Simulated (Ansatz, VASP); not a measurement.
## CdF2 in VASP and in Ansatz

```
Cd F
1.0
     0.00000    2.71184    2.71184
     2.71184    0.00000    2.71184
     2.71184    2.71184    0.00000
Cd F
1 2
Direct
  0.00000 0.00000 0.00000
  0.25000 0.25000 0.25000
  0.75000 0.75000 0.75000
```

Change from the starting cell: volume scaled by 1.02, PAW files.

Alike in both runs: task electric field gradients; functional LDA; k mesh 8 × 8 × 8; occupations fermi-dirac, width 0.02 eV; no spin polarisation.

|  | VASP | Ansatz |
| --- | --- | --- |
| version | VASP 6.6.1 | Ansatz 0.2.0 |
| potentials or method | VASP PAW LDA potentials, release 64 (Cd, F) | PAW with Ansatz's default frozen-core files, scalar-relativistic |
| plane-wave cutoff (eV) | 520 | 420 |
| valence electrons in the cell | 26 | 34 |

Ansatz gave:

- gap on the k mesh at the Fermi level (eV): 2.74
- pressure (GPa): -7.6
- Vzz of the field gradient on the site that differs most (V/Å²): 0.0

Question: Which values does VASP return?

Answer: gap on the k mesh at the Fermi level (eV): 2.73; pressure (GPa): -6.7; Vzz of the field gradient on the site that differs most (V/Å²): 0.0.

The two sets of potentials don't hold the same shells in valence. Ansatz warned: «gradients_without_spin_orbit».

A k mesh can miss the band edges.
